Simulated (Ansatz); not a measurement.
# Dielectric response of MgTe (110) films, part 2 of 5

How well do thin zincblende MgTe (110) films screen a perpendicular field?

Ansatz 0.2.0; plane-wave DFT, LDA, Ansatz PAW.

So far. Step 2 (Relaxing the film, 10 atoms, units 5): The gap is 2.40 eV, with the valence edge 6.03 eV and the conduction edge 3.62 eV under the upper vacuum level.

**3. The relaxed film, single point, 10 atoms, units 5**

The film was relaxed beforehand; a single point on the relaxed positions gives its levels and potential.

input.yaml reads:

```yaml
crystal:
  lattice:
    - [4.53962554, 0.0, 0.0]
    - [0.0, 6.42, 0.0]
    - [0.0, 0.0, 27.0792510704]
  atoms:
    - { symbol: Mg, position: [0.5, 0.5554529949, 0.3543894998] }
    - { symbol: Te, position: [0.0, 0.7551889699, 0.3287112791] }
    - { symbol: Mg, position: [0.0, -0.0211921628, 0.4145588937] }
    - { symbol: Te, position: [0.5, 0.2272285223, 0.4179587882] }
    - { symbol: Mg, position: [0.5, 0.4823159104, 0.4999999969] }
    - { symbol: Te, position: [0.0, 0.7343274137, 0.5000000047] }
    - { symbol: Mg, position: [0.0, -0.0211921545, 0.5854411073] }
    - { symbol: Te, position: [0.5, 0.2272285271, 0.5820412134] }
    - { symbol: Mg, position: [0.5, 0.5554530094, 0.6456104926] }
    - { symbol: Te, position: [0.0, 0.7551889698, 0.6712887244] }
kpoints:
  mp_grid: { grid: [6, 4, 1] }
hamiltonian:
  xc: lda
scf:
  occupations: { method: fixed }
  convergence: { dr2_threshold: 1.0e-09 }
efield:
  axis: 3
  dipole_correction: true
  ramp_position: 0.97
  ramp_width: 0.06
output:
  eigenvalues: true
  write_potential: true
  write_density: true
  volumetric_format: npy
```

On the command line:

```console
$ ansatz run input.yaml --threads 4 --pin off --max-ram 8192MiB --backend cpu --events-out ev --progress --plain --runs-dir out
```

Numbers of over 12 decimals in the logs are rounded to 6 here.

What it wrote:

```text
[...]
Crystal: 10 atoms, lattice volume = 789.208 Å³
Basis set: ecut = 420 eV, 15453 PW (Γ)
Bands: 78, of which v1, the nominal top of the filled ones, is band 65 counted from 1 (64 counted from 0)
Symmetry: 2 space group operations
k-points: 12 of 24 (time reversal used)
[...]
SCF iter   1: F=—  HF=-43650.910772 eV  |F-HF|=—  |Δ(HF+E_count)|=         —  Δρ=3.32e-3  dr2=3.95e-2  ethr=1.77e-3  p=-0.000 e·Å  D=-3.18e-8 V/Å  ΔV_dip=0.00 eV  dr2_dipole=2.40e-10  V_vac-E_F(+/−)=6.08/6.08 eV  ⟨swp⟩=6.2  Hψ=3177  notcnv=0  defer=119
[...]
SCF iter  10: F=-43650.888385 eV  HF=-43650.888385 eV  |F-HF|=1.09e-10  |Δ(HF+E_count)|=  2.26e-10  Δρ=1.31e-7  dr2=1.25e-10  ethr=1.00e-12  p=0.000 e·Å  D=1.84e-7 V/Å  ΔV_dip=-0.00 eV  dr2_dipole=6.16e-12  V_vac-E_F(+/−)=6.03/6.03 eV  ⟨swp⟩=21.8  Hψ=5108  notcnv=0
SCF 1 converged in 10 iterations: F = -43650.888385 eV  dr2 = 1.25e-10
[...]
SCF converged after 10 iterations
Free energy (F): -43650.888385 eV
[...]
Internal energy: -43650.888385 eV  (E = F + TS)
E sigma→0 (E₀):  -43650.888385 eV
Fermi energy:    -1.739351 eV
Dipole field:    D = -0.000001 V/Å  (p = -0.000007 e·Å, saw-weighted, corrected)
Work function:   Φ+ = 6.0276 eV   Φ− = 6.0276 eV
[...]
--- Band table (eV; the first three rows and the last of 12) ---
  k-point 0: bands = [... 61 lower, -1.8510, -1.8423, -1.8307, -1.7394, 0.7327, 1.1610, 1.4741, 1.8956, ... 9 higher]
  k-point 1: bands = [... 61 lower, -2.0132, -1.9315, -1.9237, -1.7625, 1.2641, 1.5073, 1.6095, 1.8530, ... 9 higher]
  k-point 2: bands = [... 61 lower, -2.0817, -2.0359, -1.9182, -1.8999, 1.5280, 1.6131, 1.8604, 1.8735, ... 9 higher]
  k-point 11: bands = [... 61 lower, -2.4075, -2.2006, -1.9195, -1.7981, 1.4437, 1.9504, 2.0134, 2.4102, ... 9 higher]
```

It took 44 s on 4 threads of Arm Neoverse N1, shared host; peak memory 1.8 GiB.

In the SCF lines HF is the Harris–Foulkes energy and dr2 the Hartree energy of the density residual, in eV; the loop may stop once dr2 is under the threshold and the program's other checks hold. Hψ counts applications of the Hamiltonian.

This step gave:

| Item | Value |
| --- | --- |
| dipole along the normal | -6.53e-6 e·Å |

Running mean over 2.27 Å of the planar mean; the ramp of the sawtooth is left out. The electron's electrostatic potential energy less the highest filled level by z:

| z (Å) | electron's electrostatic potential energy less the highest filled level (eV) |
| --- | --- |
| 3.5 | 6.03 |
| 4.0 | 6.03 |
| 4.5 | 6.03 |
| 5.0 | 6.03 |
| 5.5 | 6.02 |
| 6.0 | 5.99 |
| 6.5 | 5.89 |
| 7.0 | 5.49 |
| 7.5 | 4.73 |
| 8.0 | 3.90 |
| 8.5 | 2.37 |
| 9.0 | 1.12 |
| 9.5 | 0.541 |
| 10.0 | -0.285 |
| 10.5 | -0.638 |
| 11.0 | -0.181 |
| 11.5 | 0.131 |
| 12.0 | 0.319 |
| 12.5 | 0.446 |
| 13.0 | 0.413 |
| 13.5 | 0.429 |
| 14.0 | 0.411 |
| 14.5 | 0.448 |
| 15.0 | 0.350 |
| 15.5 | 0.162 |
| 16.0 | -0.116 |
| 16.5 | -0.598 |
| 17.0 | -0.408 |
| 17.5 | 0.439 |
| 18.0 | 1.01 |
| 18.5 | 2.11 |
| 19.0 | 3.70 |
| 19.5 | 4.61 |
| 20.0 | 5.38 |
| 20.5 | 5.86 |
| 21.0 | 5.99 |
| 21.5 | 6.02 |
| 22.0 | 6.03 |
| 22.5 | 6.03 |
| 23.0 | 6.03 |
| 23.5 | 6.03 |

The gap is 2.40 eV, with the valence edge 6.03 eV and the conduction edge 3.62 eV under the upper vacuum level.

**4. Atoms held, 10 atoms, units 5, field 0.1 V/Å**

A sawtooth potential applies the field, turning back in the middle of the vacuum. With the dipole correction the typed value is the field outside the slab. The induced dipole is small, so the SCF threshold is tight.

input.yaml: that of step 3 with these lines changed.

```diff
@@ -22,3 +22,3 @@
   occupations: { method: fixed }
-  convergence: { dr2_threshold: 1.0e-09 }
+  convergence: { dr2_threshold: 1.0e-10 }
 efield:
@@ -28,4 +28,4 @@
   ramp_width: 0.06
+  amplitude: 0.1
 output:
-  eigenvalues: true
   write_potential: true
```

What it wrote:

```text
[...]
Crystal: 10 atoms, lattice volume = 789.208 Å³
Basis set: ecut = 420 eV, 15453 PW (Γ)
Bands: 78, of which v1, the nominal top of the filled ones, is band 65 counted from 1 (64 counted from 0)
Symmetry: 2 space group operations
k-points: 12 of 24 (time reversal used)
[...]
SCF iter   1: F=—  HF=-43652.649011 eV  |F-HF|=—  |Δ(HF+E_count)|=         —  Δρ=1.68e-2  dr2=5.07e0  ethr=3.10e-3  p=0.178 e·Å  D=4.08e-2 V/Å  ΔV_dip=-1.10 eV  dr2_dipole=1.68e-3  V_vac-E_F(+/−)=7.65/6.27 eV  ⟨swp⟩=5.8  Hψ=3051  notcnv=0  defer=111
[...]
SCF iter  12: F=-43650.896327 eV  HF=-43650.896327 eV  |F-HF|=2.18e-11  |Δ(HF+E_count)|=  4.87e-10  Δρ=5.68e-8  dr2=2.49e-11  ethr=1.00e-12  p=0.159 e·Å  D=3.64e-2 V/Å  ΔV_dip=-0.99 eV  dr2_dipole=4.98e-14  V_vac-E_F(+/−)=6.72/5.23 eV  ⟨swp⟩=22.7  Hψ=5351  notcnv=0
SCF 1 converged in 12 iterations: F = -43650.896327 eV  dr2 = 2.49e-11
[...]
SCF converged after 12 iterations
[...]
Free energy (F): -43650.896327 eV
[...]
Internal energy: -43650.896327 eV  (E = F + TS)
E sigma→0 (E₀):  -43650.896327 eV
Fermi energy:    -1.720279 eV
Dipole field:    D = 0.036423 V/Å  (p = 0.158857 e·Å, saw-weighted, corrected)
Work function:   not extracted (applied field tilts the vacuum); planar V_es + V_field profile in the machine report
[...]
--- Band table (eV; the first three rows and the last of 12) ---
  k-point 0: bands = [... 61 lower, -1.8715, -1.8418, -1.8150, -1.7203, 0.7270, 1.1571, 1.4745, 1.8963, ... 9 higher]
  k-point 1: bands = [... 61 lower, -2.0071, -1.9747, -1.8703, -1.7558, 1.2546, 1.4935, 1.6207, 1.8488, ... 9 higher]
  k-point 2: bands = [... 61 lower, -2.1283, -1.9859, -1.9629, -1.8542, 1.5162, 1.6070, 1.8395, 1.9017, ... 9 higher]
  k-point 11: bands = [... 61 lower, -2.4156, -2.2022, -1.9263, -1.7795, 1.4356, 1.9533, 2.0113, 2.3974, ... 9 higher]
```

It took 46 s on 4 threads; peak memory 1.8 GiB.

This step gave:

```yaml
gap_on_the_k_mesh: 2.381 eV
dipole_along_the_normal: 0.1589 e·Å
```

The dipole is 0.159 e·Å, and the gap on the mesh 2.381 eV.

**5. Single point, 10 atoms, units 5, field -0.1 V/Å**

input.yaml: that of step 4 with these lines changed.

```diff
@@ -28,3 +28,3 @@
   ramp_width: 0.06
-  amplitude: 0.1
+  amplitude: -0.1
 output:
```

What it wrote:

```text
[...]
Crystal: 10 atoms, lattice volume = 789.208 Å³
Basis set: ecut = 420 eV, 15453 PW (Γ)
Bands: 78, of which v1, the nominal top of the filled ones, is band 65 counted from 1 (64 counted from 0)
Symmetry: 2 space group operations
k-points: 12 of 24 (time reversal used)
[...]
k-point 0: bands = [... 61 lower, -1.8715, -1.8418, -1.8150, -1.7203, 0.7270, 1.1571, 1.4745, 1.8963, ... 9 higher]
  k-point 1: bands = [... 61 lower, -2.0071, -1.9747, -1.8703, -1.7558, 1.2546, 1.4935, 1.6207, 1.8488, ... 9 higher]
  k-point 2: bands = [... 61 lower, -2.1283, -1.9859, -1.9629, -1.8542, 1.5162, 1.6070, 1.8395, 1.9017, ... 9 higher]
  k-point 11: bands = [... 61 lower, -2.4156, -2.2022, -1.9263, -1.7795, 1.4356, 1.9533, 2.0113, 2.3974, ... 9 higher]
[key lines of the parts left out:]
SCF converged after 12 iterations
Free energy (F): -43650.896327 eV
Fermi energy:    -1.720279 eV
Dipole field:    D = -0.036423 V/Å  (p = -0.158857 e·Å, saw-weighted, corrected)
```

Elapsed: 47 s, on 4 threads; peak memory 1.8 GiB.

The dipole is -0.159 e·Å, and the gap on the mesh 2.381 eV.

**6. Response with the atoms held, 10 atoms, units 5**

This step: plane-wave DFT, LDA, Ansatz PAW; response to a field along the normal, atoms held (Ansatz 0.2.0).

The two fields give this film's response with the atoms held: the electronic part.

Numbers from this step:

```
equivalent conductor thickness p/(ε₀AE) : 9.863 Å
distance between the outer atoms        : 9.277 Å
thickness                               : 11.35 Å
inner field over outer field            : 0.1692
local ε in the middle                   : 5.911
```

Local field over the applied field, running mean. From the potentials at -0.1 and 0.1 V/Å; running mean over 2.27 Å, taken twice. Local field over applied field against z:

```csv
z (Å),local field over applied field
4.0,0.998
4.5,0.996
5.0,0.988
5.5,0.968
6.0,0.928
6.5,0.858
7.0,0.757
7.5,0.631
8.0,0.493
8.5,0.364
9.0,0.263
9.5,0.198
10.0,0.166
10.5,0.160
11.0,0.165
11.5,0.171
12.0,0.174
12.5,0.172
13.0,0.168
13.5,0.167
14.0,0.168
14.5,0.171
15.0,0.174
15.5,0.172
16.0,0.166
16.5,0.161
17.0,0.164
17.5,0.190
18.0,0.251
18.5,0.346
19.0,0.471
19.5,0.609
20.0,0.739
20.5,0.844
21.0,0.919
21.5,0.963
22.0,0.986
22.5,0.995
```

The induced electron density oscillates, so the rows of the table below give means over windows of 1 Å about each position, cut where the curve ends. Its maxima inside the range that stand out by 2 % of the span (Å: e/Å³ per V/Å): 7.8: 0.00268, 9.4: 7.5e-4, 12.0: 7.2e-4, 14.1: 5.1e-4, 16.5: 8.6e-4, 17.9: -6.0e-4. Its minima: 9.2: 6.0e-4, 10.6: -8.6e-4, 13.0: -5.1e-4, 15.1: -7.2e-4, 17.6: -7.5e-4, 19.3: -0.00268.

Electrons, planar mean, per unit field. The induced electron density by z; means over each step:

```
z (Å)  induced electron density (e/Å³ per V/Å)
    4                                   5.2e-6
    5                                   3.5e-5
    6                                   2.9e-4
    7                                  0.00146
    8                                  0.00219
    9                                   8.4e-4
   10                                  -6.7e-5
   11                                  -4.1e-4
   12                                   4.4e-4
   13                                  -2.7e-4
   14                                   2.7e-4
   15                                  -4.3e-4
   16                                   3.3e-4
   17                                   1.9e-4
   18                                  -7.9e-4
   19                                 -0.00209
   20                                 -0.00160
   21                                  -3.3e-4
   22                                  -4.2e-5
```

By hand: between -0.1 and 0.1 V/Å the dipole changes by 0.3177 e·Å, a slope of 1.589 e·Å²/V. A perfect conductor of thickness t has p = ε₀AEt, so t = 180.95 × 1.589 / 29.144 = 9.86 Å (e/ε₀ = 180.95 V·Å, A in Å²).

The induced dipole is that of a conductor 9.86 Å thick.

**7. Field on, atoms free, 10 atoms, field 0.05 V/Å**

This step: plane-wave DFT, LDA, Ansatz PAW (Ansatz 0.2.0).

Now the atoms may follow the field. A weak field makes forces of meV/Å to tens of meV/Å, so the force tolerance is set well below the usual one.

input.yaml: that of step 5 with these lines changed.

```diff
@@ -28,3 +28,6 @@
   ramp_width: 0.06
-  amplitude: -0.1
+  amplitude: 0.05
+relax:
+  f_tol: 0.0006
+  max_steps: 70
 output:
```

What it wrote:

```text
[...]
Crystal: 10 atoms, lattice volume = 789.208 Å³
Basis set: ecut = 420 eV, 15453 PW (Γ)
Bands: 78, of which v1, the nominal top of the filled ones, is band 65 counted from 1 (64 counted from 0)
Symmetry: 2 space group operations
k-points: 12 of 24 (time reversal used)
[...]
SCF iter   1: F=—  HF=-43652.642540 eV  |F-HF|=—  |Δ(HF+E_count)|=         —  Δρ=1.68e-2  dr2=5.07e0  ethr=3.10e-3  p=0.089 e·Å  D=2.04e-2 V/Å  ΔV_dip=-0.55 eV  dr2_dipole=4.27e-4  V_vac-E_F(+/−)=7.32/6.63 eV  ⟨swp⟩=5.9  Hψ=2976  notcnv=0  defer=118
[...]
SCF iter  12: F=-43650.890370 eV  HF=-43650.890370 eV  |F-HF|=8.73e-11  |Δ(HF+E_count)|=  4.73e-10  Δρ=6.07e-8  dr2=2.72e-11  ethr=1.00e-12  p=0.079 e·Å  D=1.82e-2 V/Å  ΔV_dip=-0.49 eV  dr2_dipole=4.97e-13  V_vac-E_F(+/−)=6.38/5.63 eV  ⟨swp⟩=8.2  Hψ=4916  notcnv=0
SCF 1 converged in 12 iterations: F = -43650.890370 eV  dr2 = 2.72e-11
[...]
relax step   1: F+E_penalty+E_count = -43650.89037032 eV  Δ(F+E_penalty+E_count) = +0.000e0 eV  max|allowed force component| = 1.864e-2 eV/Å  Δτ_max = 0.0000 Å  (12 SCF iters, accepted)
[...]
SCF iter   9: F=-43650.890426 eV  HF=-43650.890426 eV  |F-HF|=4.37e-11  |Δ(HF+E_count)|=  8.73e-11  Δρ=4.03e-8  dr2=1.90e-11  ethr=1.00e-12  p=0.089 e·Å  D=2.04e-2 V/Å  ΔV_dip=-0.55 eV  dr2_dipole=9.25e-16  V_vac-E_F(+/−)=6.35/5.67 eV  ⟨swp⟩=6.9  Hψ=4157  notcnv=0
SCF 2 converged in 9 iterations: F = -43650.890426 eV  dr2 = 1.90e-11
relax step   2: F+E_penalty+E_count = -43650.89042594 eV  Δ(F+E_penalty+E_count) = -5.562e-5 eV  max|allowed force component| = 1.764e-2 eV/Å  Δτ_max = 0.0077 Å  (9 SCF iters, accepted)
SCF iter   1: F=—  HF=-43650.890447 eV  |F-HF|=—  |Δ(HF+E_count)|=         —  Δρ=3.31e-5  dr2=8.94e-5  ethr=3.40e-7  p=0.089 e·Å  D=2.04e-2 V/Å  ΔV_dip=-0.55 eV  dr2_dipole=5.18e-5  V_vac-E_F(+/−)=6.35/5.67 eV  ⟨swp⟩=4.7  Hψ=1588  notcnv=0  defer=132
[...]
SCF iter   7: F=-43650.890512 eV  HF=-43650.890512 eV  |F-HF|=3.64e-11  |Δ(HF+E_count)|=  7.57e-10  Δρ=8.79e-8  dr2=5.94e-11  ethr=1.00e-12  p=0.085 e·Å  D=1.95e-2 V/Å  ΔV_dip=-0.53 eV  dr2_dipole=1.57e-12  V_vac-E_F(+/−)=6.36/5.65 eV  ⟨swp⟩=7.4  Hψ=4722  notcnv=0
SCF 3 converged in 7 iterations: F = -43650.890512 eV  dr2 = 5.94e-11
relax step   3: F+E_penalty+E_count = -43650.89051245 eV  Δ(F+E_penalty+E_count) = -8.651e-5 eV  max|allowed force component| = 1.254e-3 eV/Å  Δτ_max = 0.0017 Å  (7 SCF iters, accepted)
SCF iter   1: F=—  HF=-43650.890426 eV  |F-HF|=—  |Δ(HF+E_count)|=         —  Δρ=9.26e-6  dr2=8.47e-7  ethr=7.48e-8  p=0.085 e·Å  D=1.95e-2 V/Å  ΔV_dip=-0.53 eV  dr2_dipole=5.15e-9  V_vac-E_F(+/−)=6.36/5.65 eV  ⟨swp⟩=2.8  Hψ=1441  notcnv=0  defer=132
[...]
SCF iter   6: F=-43650.890514 eV  HF=-43650.890514 eV  |F-HF|=1.46e-11  |Δ(HF+E_count)|=  2.47e-10  Δρ=6.27e-8  dr2=2.45e-11  ethr=1.00e-12  p=0.085 e·Å  D=1.95e-2 V/Å  ΔV_dip=-0.53 eV  dr2_dipole=1.17e-13  V_vac-E_F(+/−)=6.36/5.65 eV  ⟨swp⟩=7.2  Hψ=4746  notcnv=0
SCF 4 converged in 6 iterations: F = -43650.890514 eV  dr2 = 2.45e-11
relax step   4: F+E_penalty+E_count = -43650.89051401 eV  Δ(F+E_penalty+E_count) = -1.563e-6 eV  max|allowed force component| = 5.096e-4 eV/Å  Δτ_max = 0.0006 Å  (6 SCF iters, accepted)
NSCF: frozen V_eff on 12 k-points
[...]
SCF converged after 6 iterations
[...]
Free energy (F): -43650.890514 eV
[...]
Internal energy: -43650.890514 eV  (E = F + TS)
E sigma→0 (E₀):  -43650.890514 eV
Fermi energy:    -1.737008 eV
Dipole field:    D = 0.019499 V/Å  (p = 0.085043 e·Å, saw-weighted, corrected)
Work function:   not extracted (applied field tilts the vacuum); planar V_es + V_field profile in the machine report
[...]
--- Forces (eV/Å), atoms counted from 1 ---
  atom   1  Mg     0.00000000     0.00016037     0.00029397
  atom   2  Te     0.00000000    -0.00007818    -0.00020931
  atom   3  Mg     0.00000000     0.00046904    -0.00049860
  atom   4  Te     0.00000000    -0.00042507    -0.00005840
  atom   5  Mg     0.00000000     0.00000511     0.00051117
  atom   6  Te     0.00000000    -0.00002142     0.00045641
  atom   7  Mg     0.00000000    -0.00042014    -0.00050250
  atom   8  Te     0.00000000     0.00040111    -0.00007416
  atom   9  Mg     0.00000000    -0.00014219     0.00031170
  atom  10  Te     0.00000000     0.00006321    -0.00021457
  max |Σ_I F_I| component: 1.57e-5 eV/Å
--- Band table (eV; the first three rows and the last of 12) ---
  k-point 0: bands = [... 61 lower, -1.8594, -1.8333, -1.8322, -1.7370, 0.7319, 1.1607, 1.4742, 1.8958, ... 9 higher]
  k-point 1: bands = [... 61 lower, -2.0125, -1.9451, -1.9092, -1.7614, 1.2626, 1.5065, 1.6104, 1.8523, ... 9 higher]
  k-point 2: bands = [... 61 lower, -2.0900, -2.0276, -1.9287, -1.8888, 1.5267, 1.6125, 1.8524, 1.8822, ... 9 higher]
  k-point 11: bands = [... 61 lower, -2.4084, -2.2007, -1.9213, -1.7952, 1.4429, 1.9504, 2.0132, 2.4070, ... 9 higher]
--- Relaxed structure (4 steps of the walk, 4 accepted, 0 SCFs on fresh bases) ---
  F+E_penalty+E_count = -43650.89051401 eV   max|allowed force component| = 5.096e-4 eV/Å
  atoms:
    - { symbol: Mg, position: [0.5, 0.556152, 0.354573] }
    - { symbol: Te, position: [0.0, 0.755438, 0.328620] }
    - { symbol: Mg, position: [0.0, -0.020892, 0.414545] }
    - { symbol: Te, position: [0.5, 0.227444, 0.417919] }
    - { symbol: Mg, position: [0.5, 0.482329, 0.500073] }
    - { symbol: Te, position: [0.0, 0.734290, 0.499840] }
    - { symbol: Mg, position: [0.0, -0.021516, 0.585421] }
    - { symbol: Te, position: [0.5, 0.227042, 0.582000] }
    - { symbol: Mg, position: [0.5, 0.554768, 0.645810] }
    - { symbol: Te, position: [0.0, 0.754944, 0.671198] }
```

The job ended after 1.8 min (4 threads; peak memory 1.6 GiB).

Relaxation path:

```
step  energy less that of the first step (eV)  largest force component (eV/Å)
   1                                   0.0000                          0.0186
   2                                  -0.0001                          0.0176
   3                                  -0.0001                          0.0013
   4                                  -0.0001                          0.0005
```

Forces are held to the 2 operations that the run works with; a distortion that breaks them can't arise in this run.

The relaxed structure:

```xyz
10
Lattice="4.5396 0.0000 0.0000 0.0000 6.4200 0.0000 0.0000 0.0000 27.0793" Properties=species:S:1:pos:R:3
Mg    2.2698    3.5705    9.6016
Te    0.0000    4.8499    8.8988
Mg    0.0000   -0.1341   11.2256
Te    2.2698    1.4602   11.3169
Mg    2.2698    3.0965   13.5416
Te    0.0000    4.7141   13.5353
Mg    0.0000   -0.1381   15.8528
Te    2.2698    1.4576   15.7601
Mg    2.2698    3.5616   17.4881
Te    0.0000    4.8467   18.1756
```

Numbers from this step:

```yaml
gap_on_the_k_mesh: 2.401 eV
dipole_along_the_normal: 0.08504 e·Å
```

The relaxation took 4 steps and lowered the energy by 1.4e-4 eV; the largest force on the free atoms ends at 5.1e-4 eV/Å.

The dipole is 0.0850 e·Å, and the gap on the mesh 2.401 eV.

**8. Field on, atoms free, 10 atoms, field -0.05 V/Å**

The opposite sign, again from the field-free geometry; the difference of the two cancels what relaxes without a field.

input.yaml: that of step 7 with these lines changed.

```diff
@@ -28,3 +28,3 @@
   ramp_width: 0.06
-  amplitude: 0.05
+  amplitude: -0.05
 relax:
```

What it wrote:

```text
[...]
Crystal: 10 atoms, lattice volume = 789.208 Å³
Basis set: ecut = 420 eV, 15453 PW (Γ)
Bands: 78, of which v1, the nominal top of the filled ones, is band 65 counted from 1 (64 counted from 0)
Symmetry: 2 space group operations
k-points: 12 of 24 (time reversal used)
[...]
- { symbol: Mg, position: [0.0, -0.021516, 0.414579] }
    - { symbol: Te, position: [0.5, 0.227042, 0.418000] }
    - { symbol: Mg, position: [0.5, 0.482329, 0.499927] }
    - { symbol: Te, position: [0.0, 0.734290, 0.500160] }
    - { symbol: Mg, position: [0.0, -0.020892, 0.585455] }
    - { symbol: Te, position: [0.5, 0.227444, 0.582081] }
    - { symbol: Mg, position: [0.5, 0.556152, 0.645427] }
    - { symbol: Te, position: [0.0, 0.755438, 0.671380] }
[key lines of the parts left out:]
SCF converged after 6 iterations
Free energy (F): -43650.890514 eV
Fermi energy:    -1.737008 eV
Dipole field:    D = -0.019499 V/Å  (p = -0.085043 e·Å, saw-weighted, corrected)
```

Elapsed: 1.8 min, on 4 threads; peak memory 1.6 GiB.

Step by step:

```csv
step,energy less that of the first step (eV),largest force component (eV/Å)
1,0.0000,0.0186
2,-0.0001,0.0176
3,-0.0001,0.0013
4,-0.0001,0.0005
```

Forces are held to the 2 operations that the run works with; a distortion that breaks them can't arise in this run.

The relaxation took 4 steps and lowered the energy by 1.4e-4 eV; the largest force on the free atoms ends at 5.1e-4 eV/Å.

The dipole is -0.0850 e·Å, and the gap on the mesh 2.401 eV.

(Part 2 of 5 ends here.)

[Logs are printed without paths, hosts, clocks, repeated set-up lines and the standing remarks that a program may print on its own settings, such as how far it seeks lower states.]

[Hosts, paths, dates, database ids (printed as entryN), source tags and the programs' standing remarks are cut or masked in the printed files.]

[Maps of the electrostatic potential energy from Ansatz leave out the sawtooth potential of an applied field or a dipole correction, so their vacuum need not be flat; planar profiles and work functions include it.]
